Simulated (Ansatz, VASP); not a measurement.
# GaP in two plane-wave programs, part 2 of 2

Wanted: the spread between two codes on one cell, functional and k mesh. The cell is taken from a series of runs on this material, whose earlier steps may have relaxed, scaled, displaced or heated it; both programs get it as it stands.

VASP 6.6.1 and Ansatz 0.2.0.

So far, gap on the k-mesh: step 4 (differences) 1.26.

**6. VASP: single point, LDA, pair 2 (continued)**

Level of this step: LDA; plane waves and PAW (Ga_d, P) (VASP).

Numbers of over 12 decimals in the logs are rounded to 6 here.

OUTCAR, selected parts (step 6):

```text
  Total       -1.2086244     -1.2086244     -0.7468477      0.0000000      0.0000000      0.0000000
  in kB      -47.0681820    -47.0681820    -29.0849372      0.0000000      0.0000000      0.0000000
  external PRESSURE =     -41.0737670 kB  Pullay stress =       0.0000000 kB

 POSITION                                       TOTAL-FORCE (eV/Angst)
 -----------------------------------------------------------------------------------
      0.00000      0.00000      0.00530         0.000000     -0.000000     -0.000776
      0.00000      0.00000      7.04879         0.000000      0.000000      0.000776
 -----------------------------------------------------------------------------------
    total drift:                                0.000000     -0.000000     -0.000154

  FREE ENERGIE OF THE ION-ELECTRON SYSTEM (eV)
  ---------------------------------------------------
  free  energy   TOTEN  =       -10.4037296459 eV

  energy  without entropy=      -10.4037296459  energy(sigma->0) =      -10.40372965

[... 1 part as in an earlier step ...]

[... 2 further parts left out ...]
[key lines of the parts left out:]
E-fermi :   5.0465
```

The run ends at a pressure of -4.11 GPa, with forces up to 7.8e-4 eV/Å.

**7. Comparison**

Both answers:

```
              quantity  Ansatz   VASP  difference
gap on the k mesh (eV)   1.254  1.268      -0.014
```

A gap on the mesh is an upper bound, since the band edges may lie between its points.

**8. VASP: single point, LDA, pair 3**

With cell and atoms fixed, the geometry can't cause a difference; cores, projectors, grids and the points listed under the comparison can. The cell compared in this pair holds 39.83 Å³, against 41.14 Å³ for the pair before.

The input, INCAR:

```
SYSTEM = GaP
PREC = Accurate
ENCUT = 400
EDIFF = 1E-06
NELM = 120
ISMEAR = -1
SIGMA = 0.02
LREAL = .FALSE.
ALGO = Normal
GGA = PW92
NBANDS = 15
LORBIT = 11
LWAVE = .FALSE.
LCHARG = .FALSE.
ISIF = 2
LASPH = .TRUE.
GGA_COMPAT = .FALSE.
EFERMI = MIDGAP
```

The input, POSCAR:

```
GaP
1.0
   -1.9077723299     -1.1014528666      3.1592454139
    1.9077723299     -1.1014528666      3.1592454139
    0.0000000000      2.2029057381      3.1592454121
Ga P
1 1
Direct
    0.9993888914      0.9993888914      0.9993888914
    0.7506111086      0.7506111086      0.7506111086
```

The input, KPOINTS:

```
Automatic mesh
0
Gamma
6 6 6
0 0 0
```

PAW data sets: Ga_d and P (LDA family, release 64).

On the command line:

```sh
$ mpirun -np 1 vasp_std
```

Log:

```text
[... set-up lines as in an earlier step ...]
 entering main loop
       N       E                     dE             d eps       ncg     rms          rms(c)
DAV:   1     0.700611889407E+02    0.70061E+02   -0.80480E+03   999   0.154E+03
DAV:   2    -0.541245579010E+01   -0.75474E+02   -0.72342E+02  1093   0.280E+02
DAV:   3    -0.106731412813E+02   -0.52607E+01   -0.52436E+01  1240   0.628E+01
DAV:   4    -0.107559356207E+02   -0.82794E-01   -0.82779E-01  1154   0.864E+00
[...]
DAV:  10    -0.104251875123E+02    0.11648E-05   -0.51414E-05  1488   0.812E-02    0.262E-02
DAV:  11    -0.104251939333E+02   -0.64210E-05   -0.84781E-06  1165   0.440E-02    0.722E-03
DAV:  12    -0.104251937267E+02    0.20658E-06   -0.51381E-07   795   0.799E-03
   1 F= -.10425194E+02 E0= -.10425194E+02  d E =-.223526E-16
```

From OUTCAR (step 8):

```text
  Total       -0.2319173     -0.2319173     -0.7193549      0.0000000     -0.0000000      0.0000000
  in kB       -9.3286050     -9.3286050    -28.9352154      0.0000000     -0.0000000      0.0000000
  external PRESSURE =     -15.8641418 kB  Pullay stress =       0.0000000 kB

 POSITION                                       TOTAL-FORCE (eV/Angst)
 -----------------------------------------------------------------------------------
      0.00000      0.00000      9.47194         0.000000      0.000000      0.000822
      0.00000      0.00000      7.11409         0.000000     -0.000000     -0.000822
 -----------------------------------------------------------------------------------
    total drift:                                0.000000      0.000000      0.000563

  FREE ENERGIE OF THE ION-ELECTRON SYSTEM (eV)
  ---------------------------------------------------
  free  energy   TOTEN  =       -10.4251937267 eV

  energy  without entropy=      -10.4251937267  energy(sigma->0) =      -10.42519373

[... 1 part as in an earlier step ...]

[... 2 further parts left out ...]
[key lines of the parts left out:]
E-fermi :   5.4202
```

The run ends at a pressure of -1.59 GPa, with forces up to 8.2e-4 eV/Å.

**9. Ansatz: single point, LDA, pair 3**

The same cell, functional (in two slightly different forms), mesh and smearing now go to Ansatz, which takes its cutoff from its data sets.

The cell is taken from a series of runs on this material, whose earlier steps may have relaxed, scaled, displaced or heated it; both programs get it as it stands.

The input, input.yaml:

```yaml
crystal:
  lattice:
    - [-1.9077723299, -1.1014528666, 3.1592454139]
    - [1.9077723299, -1.1014528666, 3.1592454139]
    - [0.0, 2.2029057381, 3.1592454121]
  atoms:
    - { symbol: Ga, position: [-0.0006111086, -0.0006111086, -0.0006111086] }
    - { symbol: P, position: [0.7506111086, 0.7506111086, 0.7506111086] }
kpoints:
  mp_grid: { grid: [6, 6, 6] }
  band_path:
    path:
      - [[0.0, 0.0, 0.0], [-0.5, -0.5, -0.5], [-0.5, -0.247531, -0.752469]]
      - [[-0.247531, 0.247531, -0.5], [0.0, 0.0, -0.5], [0.0, 0.0, 0.0], [0.0, 0.3737655, -0.3737655]]
      - [[-0.3737655, 0.0, -0.6262345], [-0.5, 0.0, -0.5], [0.0, 0.0, 0.0]]
    npoints: 10
hamiltonian:
  xc: lda
scf:
  occupations: { method: fermi_dirac, width: 0.02 }
  n_extra_bands: 30
output:
  eigenvalues: true
  fatbands: true
```

On the command line:

```sh
$ ansatz run input.yaml --threads 8 --pin off --max-ram 18432MiB --backend cpu --events-out ev --progress --plain --runs-dir out
```

Log:

```text
[...]
Crystal: 2 atoms, lattice volume = 39.832 Å³
Basis set: ecut = 420 eV, 761 PW (Γ)
Bands: 39, of which v1, the nominal top of the filled ones, is band 9 counted from 1 (8 counted from 0)
Symmetry: 6 space group operations
[...]
k-points: 32 of 216 (time reversal used)
[...]
--- Band table (eV; the first three rows and the last of 32) ---
  k-point 0: bands = [... 5 lower, -5.5899, 6.9797, 7.0905, 7.0905, 8.7823, 10.7332, 10.8876, 10.8876, ... 26 higher]
  k-point 1: bands = [... 5 lower, -5.2233, 4.6284, 6.6064, 6.6931, 9.3287, 11.3147, 11.4476, 12.0316, ... 26 higher]
  k-point 2: bands = [... 5 lower, -4.2406, 1.7367, 6.0601, 6.1274, 8.7849, 11.7154, 11.7936, 14.5405, ... 26 higher]
  k-point 31: bands = [... 5 lower, -3.5178, 0.2159, 5.9696, 5.9696, 8.7409, 11.7396, 11.7396, 15.1927, ... 26 higher]
[key lines of the parts left out:]
SCF converged after 6 iterations
Free energy (F): -4433.744753 eV
Fermi energy:    7.784313 eV
```

For the gap on the k-mesh, step 4 gave 1.26; this run, with cell volume +1.6 %, gives 1.40.

**10. Differences**

The two programs side by side:

```
              quantity  Ansatz   VASP  difference
gap on the k mesh (eV)   1.396  1.398      -0.002
```

A gap on the mesh is an upper bound, since the band edges may lie between its points.

**11. Summary of results**

```yaml
difference_in_gap_on_the_k_mesh_single_point_lda_pair_1: -0.0015 eV
difference_in_gap_on_the_k_mesh_single_point_lda_pair_2: -0.014 eV
difference_in_gap_on_the_k_mesh_single_point_lda_pair_3: -0.0017 eV
```

**Reading.** The difference in gap on the k mesh is -0.014 eV (single point, LDA, pair 2), within the 0.08 eV picked in this series as the mark of a large difference. 3 further runs of this series are not shown here. How closely two codes agree says nothing of how well the functional describes the real material.

[Lines on the potential files, build, host, timing and source positions are cut from VASP's logs without a mark.]

[Logs are printed without paths, hosts, clocks, repeated set-up lines and the standing remarks that a program may print on its own settings, such as how far it seeks lower states.]

[Hosts, paths, dates, database ids (printed as entryN), source tags and the programs' standing remarks are cut or masked in the printed files.]
